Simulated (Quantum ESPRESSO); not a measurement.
**Yb under changes of volume**

One of the cells (41.281 Å³/atom); the others are scaled copies at fixed shape and fractional positions:

```
Yb
1.0
     0.00000    2.74310    2.74310
     2.74310    0.00000    2.74310
     2.74310    2.74310    0.00000
Yb
1
Direct
  0.00000 0.00000 0.00000
```

```yaml
Program: Quantum ESPRESSO 7.5
Functional: PBE
Potentials_or_basis: SSSP 1.3 efficiency PBE
Cutoff: 748 eV
Density_cutoff: 5987 eV
k_mesh: 8 × 8 × 8
Occupations: fermi-dirac, width 0.05 eV
Spin: collinear spin, ferromagnetic start
Starting_moments: "[1.0] μB"
```

```tsv
volume (Å³/atom)	energy over the lowest point (meV/atom)	pressure (GPa)
38.805	0.00	-2.2
39.630	11.94	-2.4
40.456	?	?
41.281	39.46	-2.9
42.107	54.77	-3.1
42.933	70.95	-3.3
43.758	87.90	-3.4
```

**Question.** What does the run at 40.456 Å³/atom give?

**Answer.** Energy over the lowest point 25.16 meV/atom; pressure -2.7 GPa.

Worked out: A Birch-Murnaghan fit of order 3 (a polynomial in V^(-2/3)) to the other rows has no minimum within the range. It gives 25.15 meV/atom at 40.456 Å³/atom, against the run's 25.16, and -dE/dV = -2.7 GPa, against -2.7.

Energies are extrapolated to zero smearing.
